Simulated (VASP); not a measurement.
Write the native input for VASP 6.6.1 that does the following.

| Quantity | Value |
| --- | --- |
| Task | band structure |
| Functional | PBEsol |
| Potentials or basis | VASP PAW PBE potentials, release 64 (Cs_sv, Sn_d, Br) |
| Cutoff | 520 eV |
| k mesh | 6 × 6 × 6 |
| Occupations | gaussian, width 0.02 eV |
| Spin | no spin polarisation |
| Ladder | free |
| Further INCAR settings | ALGO = Normal; EDIFF = 1e-06; NBANDS = 30 |

The structure of CsSnBr3 lies in POSCAR:

```
CsSnBr3
1.0
    5.8390056100      0.0000000000      0.0000000000
    0.0000000000      5.8390056100      0.0000000000
    0.0000000000      0.0000000000      5.8390056100
Cs Sn Br
1 1 3
Direct
    0.0000000000      0.0000000000      0.0000000000
    0.5000000000      0.5000000000      0.5000000000
    0.0000000000      0.5000000000      0.5000000000
    0.5000000000      0.5000000000      0.0000000000
    0.5000000000      0.0000000000      0.5000000000
```

The cell is a database's computed one.

One way to write it, as run:

INCAR

```
  ALGO = Normal
  EDIFF = 1E-6
  ENCUT = 520
  GGA = PS
  ISIF = 2
  ISMEAR = 0
  KPAR = 2
  LASPH = True
  LCHARG = False
  LREAL = False
  LWAVE = False
  NBANDS = 30
  NELM = 80
  PREC = Accurate
  SIGMA = 0.02
```

KPOINTS

```
k-points
0
Gamma
  6 6 6
```

KPOINTS_OPT

```
path GXMGRX,MR
10
line-mode
reciprocal
 0.0000000000  0.0000000000  0.0000000000  G
 0.0000000000  0.5000000000  0.0000000000  X

 0.0000000000  0.5000000000  0.0000000000  X
 0.5000000000  0.5000000000  0.0000000000  M

 0.5000000000  0.5000000000  0.0000000000  M
 0.0000000000  0.0000000000  0.0000000000  G

 0.0000000000  0.0000000000  0.0000000000  G
 0.5000000000  0.5000000000  0.5000000000  R

 0.5000000000  0.5000000000  0.5000000000  R
 0.0000000000  0.5000000000  0.0000000000  X

 0.5000000000  0.5000000000  0.0000000000  M
 0.5000000000  0.5000000000  0.5000000000  R
```

Potentials or basis: VASP PAW PBE potentials, release 64 (Cs_sv, Sn_d, Br).

Command:

```bash
$ cat potpaw_PBE.64/Cs_sv/POTCAR potpaw_PBE.64/Sn_d/POTCAR potpaw_PBE.64/Br/POTCAR > POTCAR
$ mpirun -np 2 vasp_std > vasp.out
```

It gave:

```yaml
Pressure: -0.8 GPa
Band_gap_on_the_k_mesh: 0.42 eV, direct
Band_gap_along_the_path: 0.42 eV, direct
```

Caveat: the PAW data sets were made with another functional, which shifts forces and pressure a little; spin-orbit coupling is left out, which moves the levels of the heavy elements.

Run time: 110 s on 2 MPI ranks on Intel(R) Xeon(R) Platinum 8488C (Sapphire Rapids) (shared host), peak memory 0.42 GiB a rank.
